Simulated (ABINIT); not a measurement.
The system is Si2Mo.

```
CELL_PARAMETERS angstrom
-1.60000 1.60000 3.93050
1.60000 -1.60000 3.93050
1.60000 1.60000 -3.93050
ATOMIC_POSITIONS crystal
Mo 0.00000 0.00000 0.00000
Si 0.66700 0.66700 0.00000
Si 0.33300 0.33300 0.00000
```

Base run:

- Program: ABINIT 10.8.3 (patched build)
- Functional: PBEsol
- Potentials or basis: PseudoDojo NC SR PBEsol v0.4.1 standard
- Cutoff: 980 eV
- k mesh: 9 × 9 × 9
- Occupations: fermi-dirac, width 0.05 eV
- Spin: no spin polarisation

Its results: band gap on the k mesh none (metal or under the smearing width); pressure -2.9 GPa; largest force 0.350 eV/Å.

The run is repeated on the same cell with these changes: functional from PBEsol to PBE; potentials or basis from PseudoDojo NC SR PBEsol v0.4.1 standard to PseudoDojo NC SR PBE v0.4.1 standard; cutoff from 980 eV to 1088 eV. What comes out?

Band gap on the k mesh none (metal or under the smearing width); pressure 2.3 GPa; largest force 0.303 eV/Å.
